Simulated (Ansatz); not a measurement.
MgO: start and end of a relaxation

Recipe of this trial structure of MgO: ordered vacancies on the anion sites of cadmium iodide (P2/m, No. 10) (occupants of the shared sites, in ratio, O: 2, vacant: 2). The dimensions are guesses.

start.cif

```cif
data_structure
_symmetry_space_group_name_H-M 'P2/m'
_symmetry_Int_Tables_number 10
_cell_length_a 5.0852
_cell_length_b 3.1783
_cell_length_c 5.5049
_cell_angle_alpha 90.000
_cell_angle_beta 90.000
_cell_angle_gamma 90.000
_cell_volume 88.97
loop_
_atom_site_label
_atom_site_type_symbol
_atom_site_symmetry_multiplicity
_atom_site_Wyckoff_symbol
_atom_site_fract_x
_atom_site_fract_y
_atom_site_fract_z
_atom_site_occupancy
Mg1 Mg 1 a 0.00000 0.00000 0.00000 1
Mg2 Mg 1 f 0.00000 0.50000 0.50000 1
O1 O 2 m 0.76000 0.00000 0.66667 1
```

These are results of Ansatz 0.2.0, DFT PBE, scalar-relativistic, plane waves, PAW, not measurements. Cutoff 420 eV, Gaussian smearing, Γ-centred meshes. Cell and atoms relax first on a coarse mesh and then on a converged one. In between, the cell is made exact in the group found at 0.06 Å. The steps can't lower the symmetry of their start. No spin polarisation in the relaxation; trial moments died out in a coarse test.

end.cif

```cif
data_structure
_symmetry_space_group_name_H-M 'P2/m'
_symmetry_Int_Tables_number 10
_cell_length_a 2.9686
_cell_length_b 3.0002
_cell_length_c 5.4192
_cell_angle_alpha 90.000
_cell_angle_beta 100.334
_cell_angle_gamma 90.000
_cell_volume 47.48
loop_
_atom_site_label
_atom_site_type_symbol
_atom_site_symmetry_multiplicity
_atom_site_Wyckoff_symbol
_atom_site_fract_x
_atom_site_fract_y
_atom_site_fract_z
_atom_site_occupancy
Mg1 Mg 1 a 0.00000 0.00000 0.00000 1
Mg2 Mg 1 h 0.50000 0.50000 0.50000 1
O1 O 2 m 0.40674 0.00000 0.74182 1
```

The symmetry stays P2/m (No. 10). The volume per atom shrinks by 46.6 %, from 22.2 to 11.9 Å³. The shortest distance goes from 2.20 Å (Mg–O) to 2.01 Å (Mg–O). The energy falls by about 1.1 eV/atom (the start's value is from the coarse mesh). The end is written in a standard setting, so origin, axes and order of atoms can differ from the start's.

```json
{"Volume per atom": "11.87 Å³", "Density": "2.82 g/cm³", "Energy over the elements": "−2.196 eV/atom", "Gap on the 10×10×6 mesh of the 4-atom cell": "1.52 eV"}
```

Formation energies are uncorrected and refer to the elements' standard structures at the same level (O₂ as a molecule). It lies below the elements, which doesn't yet make it stable against other compounds or structures.

The last run used Gaussian smearing of 0.02 eV. Kohn–Sham gaps at this level usually fall short of measured ones. A structure relaxed within its symmetry needn't be a true minimum. In all, the 4 runs took 120 s on 1 thread of Intel(R) Xeon(R) Processor @ 2.70GHz (shared host).
